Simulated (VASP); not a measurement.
VASP 6.6.1, PBE single-point calculation, CdSe (strained zincblende)

INCAR

```
IBRION = -1
ISMEAR = -1
LASPH = .TRUE.
NSW = 0
ISIF = 2
LREAL = .FALSE.
PREC = Accurate
EDIFF = 1E-7
ENCUT = 520
LCHARG = .FALSE.
LWAVE = .FALSE.
SIGMA = 0.02
NBANDS = 16
NELM = 120
GGA = PE
```

KPOINTS

```
KPOINTS created by Atomic Simulation Environment
0
Gamma
8 8 8
0 0 0
```

KPOINTS_OPT

```
special points
6
Reciprocal
0.0000000000 0.0000000000 0.0000000000 1
-0.5000000000 -0.5000000000 0.0000000000 1
-0.3750000000 -0.3750000000 0.2500000000 1
-0.3750000000 0.0000000000 0.3750000000 1
0.0000000000 0.0000000000 0.5000000000 1
-0.5000000000 -0.2500000000 0.2500000000 1
```

POSCAR

```
Cd Se
 1.0000000000000000
     0.0000000000000000    2.9757475364000001    2.9757475364000001
     2.9757475364000001    0.0000000000000000    2.9757475364000001
     2.9757475364000001    2.9757475364000001    0.0000000000000000
 Cd  Se
   1   1
Cartesian
  0.0000000000000000  0.0000000000000000  0.0000000000000000
  1.4878737682000001  1.4878737682000001  1.4878737682000001
```

VASP ran with the recommended PBE PAW datasets (18 valence electrons in the cell).

Command

```
mpirun -np 1 vasp_std
```

From OUTCAR

```
k-points           NKPTS =     29   k-points in BZ     NKDIM =     29   number of bands    NBANDS=     16

   NELECT =      18.0000    total number of electrons

   dimension x,y,z NGX =    32 NGY =   32 NGZ =   32
   dimension x,y,z NGXF=    64 NGYF=   64 NGZF=   64

  energy-cutoff  :      520.00
  volume of cell :       52.70
      direct lattice vectors                 reciprocal lattice vectors
     0.000000000  2.975747536  2.975747536    -0.168025007  0.168025007  0.168025007
     2.975747536  0.000000000  2.975747536     0.168025007 -0.168025007  0.168025007
     2.975747536  2.975747536  0.000000000     0.168025007  0.168025007 -0.168025007

 k-points in reciprocal lattice and weights: KPOINTS created by Atomic Simulation Env
   0.00000000  0.00000000  0.00000000       0.002
   0.12500000  0.00000000  0.00000000       0.016
   0.25000000  0.00000000  0.00000000       0.016
   0.37500000  0.00000000  0.00000000       0.016
   0.50000000  0.00000000  0.00000000       0.008
   0.12500000  0.12500000  0.00000000       0.012
   0.25000000  0.12500000  0.00000000       0.047
   0.37500000  0.12500000  0.00000000       0.047
   ...

 E-fermi :   1.8589

 k-point     1 :       0.0000    0.0000    0.0000
  band No.  band energies     occupation
      1     -11.4993      2.00000
      2      -6.6953      2.00000
      3      -6.6953      2.00000
      4      -6.6953      2.00000
      5      -6.2450      2.00000
      6      -6.2450      2.00000
      7       1.4870      2.00000
      8       1.4870      2.00000
      9       1.4870      2.00000
     10       2.2313      0.00000
     11       7.4134      0.00000
     12       7.4134      0.00000
     13       7.4134      0.00000
     14      11.5370      0.00000
     15      12.7338      0.00000
     16      12.7338      0.00000

 k-point     2 :       0.1250    0.0000    0.0000
  band No.  band energies     occupation
      1     -11.4370      2.00000
      2      -6.6748      2.00000
      3      -6.6748      2.00000
      4      -6.6445      2.00000
      5      -6.2463      2.00000
      6      -6.2463      2.00000
      7       0.2292      2.00000
      8       1.3438      2.00000
      9       1.3438      2.00000
     10       3.2311      0.00000
     11       7.2321      0.00000
     12       7.6355      0.00000
     13       7.6355      0.00000
     14      11.9032      0.00000
     15      11.9032      0.00000
     16      12.2228      0.00000

 k-point     3 :       0.2500    0.0000    0.0000
  band No.  band energies     occupation
      1     -11.2845      2.00000
      2      -6.6300      2.00000
      3      -6.6300      2.00000
      4      -6.4634      2.00000
      5      -6.2429      2.00000
      6      -6.2429      2.00000
      7      -1.3547      2.00000
      8       1.0300      2.00000
      9       1.0300      2.00000
     10       3.9062      0.00000
     11       7.5595      0.00000
     12       7.9712      0.00000
     13       7.9712      0.00000
     14      11.6551      0.00000
     15      11.6551      0.00000
     16      11.7244      0.00000

 k-point     4 :       0.3750    0.0000    0.0000
  band No.  band energies     occupation
      1     -11.1300      2.00000
      2      -6.5946      2.00000
      3      -6.5946      2.00000
      4      -6.2272      2.00000
      5      -6.2272      2.00000
      6      -6.1331      2.00000
      7      -2.7003      2.00000
      8       0.7486      2.00000
      9       0.7486      2.00000
     10       3.9878      0.00000
     11       7.9931      0.00000
     12       7.9931      0.00000
     13       8.5743      0.00000
     14      11.4471      0.00000
     15      12.6076      0.00000
     16      12.6076      0.00000

 k-point     5 :       0.5000    0.0000    0.0000
  band No.  band energies     occupation
      1     -11.0657      2.00000
      2      -6.5834      2.00000
      3      -6.5834      2.00000
      4      -6.2164      2.00000
      5      -6.2164      2.00000
      6      -5.8972      2.00000
      7      -3.3061      2.00000
      8       0.6390      2.00000
      9       0.6390      2.00000
     10       3.9590      0.00000
     11       7.9360      0.00000
     12       7.9360      0.00000
     13       9.0831      0.00000
     14      11.7381      0.00000
     15      13.8530      0.00000
     16      13.8530      0.00000

 k-point     6 :       0.1250    0.1250    0.0000
  band No.  band energies     occupation
      1     -11.4163      2.00000
      2      -6.6551      2.00000
      3      -6.6551      2.00000
      4      -6.6535      2.00000
      5      -6.2592      2.00000
      6      -6.2347      2.00000
      7       0.2165      2.00000
      8       1.0999      2.00000
      9       1.0999      2.00000
     10       3.6122      0.00000
     11       6.6952      0.00000
     12       7.9635      0.00000
     13       7.9635      0.00000
     14      10.7119      0.00000
     15      12.8109      0.00000
     16      12.8634      0.00000

 k-point     7 :       0.2500    0.1250    0.0000
  band No.  band energies     occupation
      1     -11.2941      2.00000
      2      -6.6268      2.00000
      3      -6.6072      2.00000
      4      -6.5230      2.00000
      5      -6.2618      2.00000
      6      -6.2249      2.00000
      7      -0.9510      2.00000
      8       0.7371      2.00000
      9       0.7890      2.00000
     10       4.3916      0.00000
     11       6.5222      0.00000
     12       8.2313      0.00000
     13       8.4609      0.00000
     14      10.3714      0.00000
     15      12.6298      0.00000
     16      13.1661      0.00000

 k-point     8 :       0.3750    0.1250    0.0000
  band No.  band energies     occupation
      1     -11.1406      2.00000
      2      -6.5909      2.00000
      3      -6.5664      2.00000
      4      -6.3163      2.00000
      5      -6.2137      2.00000
      6      -6.1681      2.00000
      7      -2.2700      2.00000
      8       0.3851      2.00000
      9       0.4721      2.00000
     10       4.6623      0.00000
     11       7.1309      0.00000
     12       8.2375      0.00000
     13       8.5687      0.00000
     14      11.3119      0.00000
     15      12.7411      0.00000
     16      13.2240      0.00000

 k-point     9 :       0.5000    0.1250    0.0000
  band No.  band energies     occupation
      1     -11.0466      2.00000
      2      -6.5719      2.00000
      3      -6.5530      2.00000
      4      -6.2518      2.00000
      5      -6.2135      2.00000
      6      -5.8882      2.00000
      7      -3.1301      2.00000
      8       0.0538      2.00000
      9       0.4290      2.00000
     10       4.6580      0.00000
     11       7.3097      0.00000
     12       8.3836      0.00000
     13       9.1221      0.00000
     14      11.9127      0.00000
     15      13.2461      0.00000
     16      13.9112      0.00000

 k-point    10 :      -0.3750    0.1250    0.0000
  band No.  band energies     occupation
      1     -11.0679      2.00000
      2      -6.5703      2.00000
      3      -6.5655      2.00000
      4      -6.2376      2.00000
      5      -6.2357      2.00000
      6      -5.9652      2.00000
      7      -2.9312      2.00000
      8      -0.0530      2.00000
      9       0.6255      2.00000
     10       4.6764      0.00000
     11       7.4606      0.00000
     12       8.2472      0.00000
     13       8.8646      0.00000
     14      12.2719      0.00000
     15      12.2868      0.00000
     16      13.7772      0.00000

 k-point    11 :      -0.2500    0.1250    0.0000
  band No.  band energies     occupation
      1     -11.1917      2.00000
      2      -6.6032      2.00000
      3      -6.5885      2.00000
      4      -6.3485      2.00000
      5      -6.2581      2.00000
      6      -6.1993      2.00000
      7      -1.8619      2.00000
      8       0.1416      2.00000
      9       0.9720      2.00000
     10       4.6157      0.00000
     11       7.4967      0.00000
     12       7.9315      0.00000
     13       8.1262      0.00000
     14      11.0519      0.00000
     15      12.4187      0.00000
     16      13.2676      0.00000

 k-point    12 :      -0.1250    0.1250    0.0000
  band No.  band energies     occupation
      1     -11.3447      2.00000
      2      -6.6513      2.00000
      3      -6.6305      2.00000
      4      -6.5612      2.00000
      5      -6.2587      2.00000
      6      -6.2327      2.00000
      7      -0.6141      2.00000
      8       0.6853      2.00000
      9       1.2835      2.00000
     10       4.0211      0.00000
     11       7.0195      0.00000
     12       7.7978      0.00000
     13       8.0621      0.00000
     14      11.0010      0.00000
     15      11.8328      0.00000
     16      13.2390      0.00000

 ...

  Total        2.4986131      2.4986131      2.4986131     -0.0000000     -0.0000000      0.0000000
  in kB       75.9611198     75.9611198     75.9611198     -0.0000000     -0.0000000      0.0000000
  external PRESSURE =      75.9611198 kB  Pullay stress =       0.0000000 kB

 POSITION                                       TOTAL-FORCE (eV/Angst)
 -----------------------------------------------------------------------------------
      0.00000      0.00000      0.00000        -0.000000      0.000000     -0.000000
      1.48787      1.48787      1.48787         0.000000     -0.000000      0.000000
 -----------------------------------------------------------------------------------
    total drift:                               -0.000000     -0.000000     -0.000000

  FREE ENERGIE OF THE ION-ELECTRON SYSTEM (eV)
  ---------------------------------------------------
  free  energy   TOTEN  =        -5.3501464480 eV

  energy  without entropy=       -5.3501464479  energy(sigma->0) =       -5.35014645
```

```yaml
gap_between_bands_v_and_c: 0.74 eV
least_direct_gap: 0.74 eV
pressure: 7.6 GPa
```

Band v is the last that the valence electrons fill when counted band by band, and c is the next.

The run took about 21 s on one core of a shared host (Intel Xeon Platinum 8488C) and held 0.19 GiB at most.
